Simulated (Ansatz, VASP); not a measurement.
**Te2Mo: VASP beside Ansatz**

One calculation is typed for both programs; each brings its own data sets. How far apart do they land? The cell is taken from a series of runs on this material, whose earlier steps may have relaxed, scaled, displaced or heated it; both programs get it as it stands.

Calculated with Ansatz 0.2.0; plane waves, with VASP 6.6.1 beside it; single point at PBEsol, spin-orbit coupling.

### 1. Set-up

The cell holds 6 atoms: 4 Te and 2 Mo. Cell: a = 3.439 Å, b = 3.439 Å, c = 43.800 Å, α = 90.0°, β = 90.0°, γ = 120.0°. It derives from Te2Mo. Vacuum lies along c.

As a file:

```xyz
6
Lattice="3.4390 0.0000 0.0000 -1.7195 2.9783 0.0000 0.0000 0.0000 43.8000" Properties=species:S:1:pos:R:3
Te    0.0000    1.9855   16.7498
Te    0.0000    1.9855   20.3820
Te    1.7195    0.9928   23.4180
Te    1.7195    0.9928   27.0502
Mo    1.7195    0.9928   18.5641
Mo    0.0000    1.9855   25.2359
```

### 2. VASP: single point, PBEsol, spin-orbit coupling

With cell and atoms fixed, the geometry can't cause a difference; cores, projectors, grids and the points listed under the comparison can.

Lines of VASP's logs that name or quote its potential files are left out, and so is its time.

INCAR

```
SYSTEM = Te2Mo
PREC = Accurate
ENCUT = 400
EDIFF = 1E-06
NELM = 200
ISMEAR = -1
SIGMA = 0.02
LREAL = .FALSE.
ALGO = Normal
GGA = PS
LNONCOLLINEAR = .TRUE.
MAGMOM = 0 0 0 0 0 0 0 0 0 0 0 0 0 0 0 0 0 0
NBANDS = 64
GGA_COMPAT = .FALSE.
LASPH = .TRUE.
LSORBIT = .TRUE.
LMAXMIX = 4
LORBIT = 11
LWAVE = .FALSE.
LCHARG = .FALSE.
ISIF = 2
LDIPOL = .TRUE.
IDIPOL = 3
DIPOL = 0.5 0.5 0.5
LVHAR = .TRUE.
EFERMI = MIDGAP
NELMDL = -8
KPAR = 2
```

POSCAR

```
Te2Mo
1.0
    3.4390311384      0.0000000000      0.0000000000
   -1.7195155692      2.9782883303      0.0000000000
    0.0000000000      0.0000000000     43.8000000000
Te Mo
4 2
Direct
    0.3333333332      0.6666666666      0.3824154895
    0.3333333332      0.6666666666      0.4653428773
    0.6666666666      0.3333333332      0.5346571227
    0.6666666666      0.3333333332      0.6175845105
    0.6666666666      0.3333333332      0.4238373024
    0.3333333332      0.6666666666      0.5761626976
```

KPOINTS

```
Automatic mesh
0
Gamma
6 6 1
0 0 0
```

The projector-augmented-wave data sets are Te and Mo_sv (PBE family, release 64).

Started as:

```console
$ mpirun -np 2 vasp_ncl
```

Numbers of over 12 decimals in the logs are rounded to 6 here.

What it wrote:

```text
[banner, memory and clock lines left out]
running    2 mpi-ranks, on    1 nodes
 distrk:  each k-point on    1 cores,    2 groups
 distr:  one band on    1 cores,    1 groups

 POSCAR found type information on POSCAR TeMo
 POSCAR found :  2 types and       6 ions
|                                                                             |
|               ----> ADVICE to this user running VASP <----                  |
|                                                                             |
|     You enforced a specific xc type in the INCAR file but a different       |
|     [... a line on the potential file left out ...]
|     I HOPE YOU KNOW WHAT YOU ARE DOING!                                     |
|                                                                             |

 LDA part: xc-table for (Slater+PW92), standard interpolation
 POSCAR, INCAR and KPOINTS ok, starting setup
 FFT: planning ... GRIDC
 FFT: planning ... GRID_SOFT
 FFT: planning ... GRID
 WAVECAR not read
 entering main loop
       N       E                     dE             d eps       ncg     rms          rms(c)
DAV:   1     0.380706511061E+03    0.38071E+03   -0.22015E+04  1152   0.103E+03
DAV:   2    -0.728094076985E+01   -0.38799E+03   -0.38050E+03  1176   0.262E+02
DAV:   3    -0.398174212487E+02   -0.32536E+02   -0.31976E+02  1088   0.688E+01
DAV:   4    -0.412470287596E+02   -0.14296E+01   -0.14117E+01  1248   0.136E+01
DAV:   5    -0.412870185897E+02   -0.39990E-01   -0.39803E-01  1232   0.246E+00
DAV:   6    -0.412880537677E+02   -0.10352E-02   -0.10341E-02  1240   0.367E-01
DAV:   7    -0.412880940844E+02   -0.40317E-04   -0.40299E-04  1248   0.682E-02
DAV:   8    -0.412880953010E+02   -0.12166E-05   -0.12161E-05  1096   0.110E-02    0.256E+01
DAV:   9    -0.402904886258E+02    0.99761E+00   -0.63276E+00  1000   0.137E+01    0.100E+01
DAV:  10    -0.401700069659E+02    0.12048E+00   -0.45332E+00  1008   0.989E+00    0.672E+00
DAV:  11    -0.398359680412E+02    0.33404E+00   -0.12437E+00  1024   0.575E+00    0.398E+00
DAV:  12    -0.398367846315E+02   -0.81659E-03   -0.12844E-01  1056   0.153E+00    0.144E+00
DAV:  13    -0.398328162586E+02    0.39684E-02   -0.68836E-03  1112   0.481E-01    0.921E-01
DAV:  14    -0.398317922764E+02    0.10240E-02   -0.16066E-03  1176   0.231E-01    0.487E-01
[...]
DAV:  23    -0.398317278537E+02   -0.38065E-04   -0.10346E-06   744   0.320E-03    0.199E-03
DAV:  24    -0.398317569874E+02   -0.29134E-04   -0.82090E-07   712   0.243E-03    0.236E-03
DAV:  25    -0.398317874188E+02   -0.30431E-04   -0.64954E-07   728   0.177E-03    0.293E-03
DAV:  26    -0.398317996498E+02   -0.12231E-04   -0.19156E-07   664   0.104E-03    0.178E-03
DAV:  27    -0.398318052921E+02   -0.56423E-05   -0.65144E-08   608   0.758E-04    0.484E-04
DAV:  28    -0.398318103229E+02   -0.50308E-05   -0.90687E-08   616   0.695E-04    0.339E-04
DAV:  29    -0.398318128160E+02   -0.24932E-05   -0.46323E-08   592   0.448E-04    0.362E-04
DAV:  30    -0.398318133350E+02   -0.51902E-06   -0.50827E-09   520   0.235E-04
   1 F= -.39831813E+02 E0= -.39831813E+02  d E =-.719787E-09  mag=    -0.0000     0.0000     0.0000
```

Parts of OUTCAR (step 2):

```text
ion  position               nearest neighbor table
   1  0.333  0.667  0.382-   5 2.69   5 2.69   5 2.69   2 3.63
   2  0.333  0.667  0.465-   5 2.69   5 2.69   5 2.69   3 3.63   3 3.63   3 3.63   1 3.63
   3  0.667  0.333  0.535-   6 2.69   6 2.69   6 2.69   2 3.63   2 3.63   2 3.63   4 3.63
   4  0.667  0.333  0.618-   6 2.69   6 2.69   6 2.69   3 3.63
   5  0.667  0.333  0.424-   1 2.69   1 2.69   1 2.69   2 2.69   2 2.69   2 2.69
   6  0.333  0.667  0.576-   4 2.69   4 2.69   4 2.69   3 2.69   3 2.69   3 2.69

  LATTYP: Found a hexagonal cell.
 ALAT       =     3.4390311384
 C/A-ratio  =    12.7361452215

 Subroutine GETGRP returns: Found 12 space group operations
 (whereof 12 operations were pure point group operations)

The static configuration has the point symmetry D_3d.

 Found      7 irreducible k-points:

   k-points           NKPTS =      7   k-points in BZ     NKDIM =      7   number of bands    NBANDS=     64

   dimension x,y,z NGX =    24 NGY =   24 NGZ =  288
   dimension x,y,z NGXF=    48 NGYF=   48 NGZF=  576

   ENCUT  =  400.0 eV  29.40 Ry    5.42 a.u.   5.61  5.61 71.43*2*pi/ulx,y,z

   NELECT =      52.0000    total number of electrons

 k-points in reciprocal lattice and weights: Automatic mesh
   0.00000000  0.00000000  0.00000000       0.028
   0.16666667 -0.00000000  0.00000000       0.167
   0.33333333 -0.00000000  0.00000000       0.167
   0.50000000  0.00000000  0.00000000       0.083
   0.16666667  0.16666667  0.00000000       0.167
   0.33333333  0.16666667  0.00000000       0.333
   0.33333333  0.33333333  0.00000000       0.056

 dipolmoment           0.000000      0.000000     -0.000000 electrons x Angstroem

 average (electrostatic) potential at core
       1 -94.4664       2 -94.5006       3 -94.5006       4 -94.4664       5 -81.6619
       6 -81.6619

 E-fermi :   0.0468

 k-point     1 :       0.0000    0.0000    0.0000
  band No.  band energies     occupation
    ...
     48      -1.2912      1.00000
     49      -1.2621      1.00000
     50      -1.2621      1.00000
     51      -0.3109      1.00000
     52      -0.3109      1.00000
     53       2.3445      0.00000
     54       2.3445      0.00000
     55       2.5085      0.00000
     56       2.5085      0.00000
     57       2.7109      0.00000
    ...

 k-point     2 :       0.1667   -0.0000    0.0000
  band No.  band energies     occupation
    ...
     48      -1.4429      1.00000
     49      -1.2999      1.00000
     50      -1.2999      1.00000
     51      -0.7572      1.00000
     52      -0.7572      1.00000
     53       1.4602      0.00000
     54       1.4602      0.00000
     55       1.5708      0.00000
     56       1.5708      0.00000
     57       1.7567      0.00000
    ...

 k-point     3 :       0.3333   -0.0000    0.0000
  band No.  band energies     occupation
    ...
     48      -1.6188      1.00000
     49      -1.1469      1.00000
     50      -1.1469      1.00000
     51      -1.0194      1.00000
     52      -1.0194      1.00000
     53       0.7872      0.00000
     54       0.7872      0.00000
     55       1.0911      0.00000
     56       1.0911      0.00000
     57       1.2093      0.00000
    ...

  Total        2.8833700      2.8833700      2.0478294      0.0000000      0.0000000      0.0000000
  in kB       10.2975521     10.2975521      7.3135360      0.0000000      0.0000000      0.0000000
  external PRESSURE =       9.3028801 kB  Pullay stress =       0.0000000 kB

  energy-cutoff  :      400.00
  volume of cell :      448.62
      direct lattice vectors                 reciprocal lattice vectors
     3.439031138  0.000000000  0.000000000     0.290779571  0.167881664  0.000000000
    -1.719515569  2.978288330  0.000000000     0.000000000  0.335763327  0.000000000
     0.000000000  0.000000000 43.800000000     0.000000000  0.000000000  0.022831050

 POSITION                                       TOTAL-FORCE (eV/Angst)
 -----------------------------------------------------------------------------------
     -0.00000      1.98553     16.74980        -0.000000     -0.000000     -0.166691
     -0.00000      1.98553     20.38202        -0.000000      0.000000      0.010964
      1.71952      0.99276     23.41798         0.000000     -0.000000     -0.010964
      1.71952      0.99276     27.05020         0.000000      0.000000      0.166691
      1.71952      0.99276     18.56407        -0.000000      0.000000     -0.086730
     -0.00000      1.98553     25.23593         0.000000     -0.000000      0.086730
 -----------------------------------------------------------------------------------
    total drift:                                0.000001      0.000001      0.000000

  FREE ENERGIE OF THE ION-ELECTRON SYSTEM (eV)
  ---------------------------------------------------
  free  energy   TOTEN  =       -39.8318133350 eV

  energy  without entropy=      -39.8318133343  energy(sigma->0) =      -39.83181333

 vacuum level on the upper side and lower side of the slab         4.256         4.256

 Spin-Orbit-Coupling matrix elements
 Ion:    1  E_soc:     -0.1977331
 Ion:    2  E_soc:     -0.1997748
 Ion:    3  E_soc:     -0.1997748
 Ion:    4  E_soc:     -0.1977331
 Ion:    5  E_soc:     -0.2050241
 Ion:    6  E_soc:     -0.2050241

 total charge
# of ion       s       p       d       tot
------------------------------------------
    1        1.385   1.995   0.068   3.448
    2        1.388   1.984   0.075   3.447
    3        1.388   1.984   0.075   3.447
    4        1.385   1.995   0.068   3.448
    5        2.262   6.160   4.042  12.465
    6        2.262   6.160   4.042  12.465
--------------------------------------------------
tot         10.069  20.279   8.371  38.719

 magnetization (x)
# of ion       s       p       d       tot
------------------------------------------
    1        0.000   0.000   0.000   0.000
    2        0.000   0.000  -0.000  -0.000
    3        0.000  -0.000  -0.000  -0.000
    4       -0.000   0.000   0.000  -0.000
    5        0.000   0.000   0.000   0.000
    6        0.000   0.000   0.000   0.000
--------------------------------------------------
tot          0.000  -0.000  -0.000  -0.000

 magnetization (y)
# of ion       s       p       d       tot
------------------------------------------
    1        0.000  -0.000   0.000  -0.000
    2        0.000  -0.000  -0.000  -0.000
    3        0.000  -0.000  -0.000  -0.000
    4        0.000  -0.000   0.000  -0.000
    5        0.000  -0.000   0.000   0.000
    6        0.000  -0.000   0.000   0.000
--------------------------------------------------
tot          0.000  -0.000   0.000  -0.000

 magnetization (z)
# of ion       s       p       d       tot
------------------------------------------
    1        0.000   0.000   0.000   0.000
    2        0.000   0.000   0.000   0.000
    3        0.000   0.000   0.000   0.000
    4        0.000   0.000   0.000   0.000
    5        0.000   0.000   0.000   0.000
    6        0.000   0.000   0.000   0.000
--------------------------------------------------
tot          0.000   0.000   0.000   0.000

[... 3 further parts left out ...]
```

This run has no spin polarisation, so a moment on Mo, if there is one, isn't seen.

[end of part 1 of 2]

[Lines on the potential files, build, host, timing and source positions are cut from VASP's logs without a mark.]

[Logs are printed without paths, hosts, clocks, repeated set-up lines and the standing remarks that a program may print on its own settings, such as how far it seeks lower states.]

[Hosts, paths, dates, database ids (printed as entryN), source tags and the programs' standing remarks are cut or masked in the printed files.]
